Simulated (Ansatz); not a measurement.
Here is an unrelaxed guess for Li₂NbO₃.

Space group P4mm (No. 99). a = 2.837 Å, b = 2.837 Å, c = 9.902 Å, α = 90.00°, β = 90.00°, γ = 90.00°
```tsv
atom	site	symmetry	x	y	z
Li	1a	4mm	0.0000	0.0000	0.0241
Li	1b	4mm	0.5000	0.5000	0.4913
Nb	1b	4mm	0.5000	0.5000	0.1516
O	1a	4mm	0.0000	0.0000	0.6515
O	1a	4mm	0.0000	0.0000	0.3294
O	1b	4mm	0.5000	0.5000	0.8522
```

Theory: DFT PBE, scalar-relativistic, plane waves, PAW in Ansatz. Cutoff 420 eV; k points 6×6×2 on the computed 6-atom cell (Γ-centred); Gaussian smearing, width 0.10 eV; collinear spin from starting moments 0.0 0.0 0.0 0.0 0.0 0.0 μB.

The zero of energy is the elements' standard structures at the same level (O₂ as a molecule); no fitted shifts are applied.

Task: Estimate its pressure, forces and energy as it stands.

Result: The pressure is -6.7 GPa (the mean over three directions, positive in compression), the largest force is 6.46 eV/Å, and the energy is +0.37 eV/atom against the elements. The shortest distance is 2.37 Å.

Task: How much does it gain on relaxing, and where does it end?

Result: Relaxing gains about 2.1 eV/atom (the start's value is from the coarse mesh, so the gain is rough) in 28 ionic steps and ends at −1.76 eV/atom on the finer mesh. The symmetry stays P4mm (No. 99). The volume per atom shrinks by 5.0 %, from 13.3 to 12.6 Å³. The shortest distance goes from 2.37 Å (Li–Nb) to 1.79 Å (Nb–O). Conventional cell: a = 2.881 Å, c = 9.118 Å. Around Li on its first site lie 1 O at 1.80 Å and 4 O at 2.26 Å; around Nb lie 1 O at 1.79 Å, 4 O at 2.16 Å and 4 Nb at 2.88 Å; O on its first site has 1 Li at 1.80 Å and 4 Li at 2.05 Å; 3 more sites not described.

The last run used collinear spin, a 14×14×4 mesh (in the run's order of axes) for its 6-atom cell and Gaussian smearing of 0.10 eV. Weakly bound directions are ill-defined at this level, which has no dispersion term. The magnetic state reached may not be the lowest. The relaxation can't lower the symmetry of the start. Symmetry constrained the relaxation, so the result can be a saddle point. Another cell of Li2NbO3 relaxed alike but without spin, in R-3m, lies 0.36 eV/atom lower, so this cell isn't the stable form at this level.
